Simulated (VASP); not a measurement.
The system is BaTe.

```xyz
2
Lattice="0.0000 3.4100 3.4100 3.4100 0.0000 3.4100 3.4100 3.4100 0.0000" Properties=species:S:1:pos:R:3 pbc="T T T"
Ba    0.0000    0.0000    0.0000
Te    3.4100    3.4100    3.4100
```

Base run:

| Quantity | Value |
| --- | --- |
| Program | VASP 6.6.1 |
| Functional | PBE |
| Potentials or basis | VASP PAW PBE potentials, release 64 (Ba_sv, Te) |
| Cutoff | 520 eV |
| k mesh | 6 × 6 × 6 |
| Occupations | gaussian, width 0.02 eV |
| Spin | no spin polarisation |

Its results: band gap on the k mesh 1.33 eV, indirect (least direct gap 1.71 eV); pressure 4.3 GPa.

Problem. After a change of settings the same cell gave: band gap on the k mesh 1.57 eV, indirect (least direct gap 1.96 eV); pressure 4.6 GPa. Which change was it?
A. k mesh from 6 × 6 × 6 to 3 × 3 × 3
B. cutoff from 520 eV to 250 eV; k mesh from 6 × 6 × 6 to 4 × 4 × 4
C. functional from PBE to LDA; potentials or basis from VASP PAW PBE potentials, release 64 (Ba_sv, Te) to VASP PAW LDA potentials, release 64 (Ba_sv, Te)
D. potentials or basis from VASP PAW PBE potentials, release 64 (Ba_sv, Te) to VASP PAW PBE potentials, release 64 (Ba_sv_GW, Te_GW); cutoff from 520 eV to 450 eV

Solution. A.

Caveats: some runs use coarse meshes; spin-orbit coupling is left out, which moves the levels of the heavy elements; an odd mesh through Γ misses points on the zone boundary, where band edges often lie (some runs).
